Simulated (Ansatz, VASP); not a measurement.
One calculation of CaS, two programs

```
Ca S
1.0
     0.00000    2.85603    2.85603
     2.85603    0.00000    2.85603
     2.85603    2.85603    0.00000
Ca S
1 1
Cartesian
  0.0000 0.0000 0.0000
  2.8560 2.8560 2.8560
```

Alike in both runs: task relaxation of cell and atoms; functional PBE; dispersion D3(BJ); k mesh 8 × 8 × 8; occupations gaussian, width 0.02 eV; no spin polarisation.

|  | VASP | Ansatz |
| --- | --- | --- |
| version | VASP 6.6.1 | Ansatz 0.2.0 |
| potentials or method | VASP PAW PBE potentials, release 64 (Ca_sv, S) | scalar-relativistic, plane waves, PAW |
| plane-wave cutoff (eV) | 600 | 420 |
| valence electrons in the cell | 16 | 16 |

|  | VASP | Ansatz | Ansatz less VASP |
| --- | --- | --- | --- |
| gap on the k mesh at the Fermi level, each at its own relaxed structure (eV) | 2.29 | 2.29 | -0.003 |
| relaxed volume (Å³/atom) | 22.43 | 22.36 | -0.076 |
| relaxed cell length with the largest relative difference (Å) | 3.988 | 3.984 | -0.0045 |
| energy change over the relaxation (meV/atom) | -6 | -7 | -1.1 |

A k mesh can miss the band edges.
